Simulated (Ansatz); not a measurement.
Space group P2_1/c (No. 14). a = 5.114 Å, b = 5.182 Å, c = 5.295 Å, α = 90.00°, β = 99.46°, γ = 90.00°
| atom | site | symmetry | x | y | z |
| --- | --- | --- | --- | --- | --- |
| Hf | 4e | 1 | 0.2762 | 0.0418 | 0.2082 |
| O | 4e | 1 | 0.4480 | 0.7577 | 0.4785 |
| O | 4e | 1 | 0.0701 | 0.3338 | 0.3440 |

Equation of state of this HfO₂ structure (not necessarily the ground state), with shape and atoms relaxed at each volume where symmetry leaves them free. Method: DFT r2SCAN, scalar-relativistic, plane waves, PAW in Ansatz 0.2.0.

Settings: cutoff 500 eV, Γ-centred mesh 6×6×6 on the computed 12-atom cell, Gaussian smearing of 0.02 eV; no spin polarisation.

```
V (Å³/atom) E − E(largest V) (meV/atom) P (GPa) gap on mesh (eV)
     10.843                        -1.66    10.82              5.07
     11.189                       -19.10     5.41              4.75
     11.535                       -25.05    -0.02              4.59
     11.881                       -18.58    -5.92              4.60
     12.227                         0.00   -11.04              4.63
```

Question: Fit a third-order Birch–Murnaghan equation to E(V).

Answer: V0 = 11.53 Å³/atom, B0 = 188 GPa, B0' = -1.8. B0' is unusual or poorly fixed by this range.

Spin-orbit coupling is left out, which matters for the bands of heavy elements.

The gaps are read on the mesh, which can miss the band edges, so they can be too wide.